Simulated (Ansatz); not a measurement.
Ni:

```
Ni
1.0
     0.00000    1.73757    1.73757
     1.73757    0.00000    1.73757
     1.73757    1.73757    0.00000
Ni
1
Direct
  0.00000 0.00000 0.00000
```

| Property | Result |
| --- | --- |
| Program | Ansatz 0.2.0 |
| Task | relaxation of cell and atoms |
| Functional | PBE |
| Potentials or basis | all-electron LAPW, scalar-relativistic |
| Basis error allowed | 0.001 eV/atom |
| k mesh | 13 × 13 × 13 |
| Occupations | fermi-dirac, width 0.05 eV |
| Spin | collinear spin, ferromagnetic start |
| Starting moments | [1.0] μB |

At the start: volume 10.49 Å³/atom.

Task: How do energy, volume and symmetry change on relaxing?

Result: Over 5 steps the energy falls by 9.5 meV/atom and the volume is 10.89 Å³/atom (+3.7 %); space group Fm-3m (No. 225, to 0.05 Å); moment 0.63 μB per cell.

Step by step:
| step | energy change (eV) | largest force (eV/Å) | volume (Å³) |
| --- | --- | --- | --- |
| 1 | 0.0000 | 0.0000 | 10.49 |
| 2 | -0.0069 | 0.0000 | 10.68 |
| 3 | -0.0095 | 0.0000 | 10.87 |
| 4 | -0.0095 | 0.0000 | 10.89 |
| 5 | -0.0095 | 0.0000 | 10.89 |

Final structure:
```yaml
crystal:
  lattice:
    - [0.00000, 1.75901, 1.75901]
    - [1.75901, 0.00000, 1.75901]
    - [1.75901, 1.75901, 0.00000]
  atoms:
    - { symbol: Ni, position: [0.00000, 0.00000, 0.00000] }
```
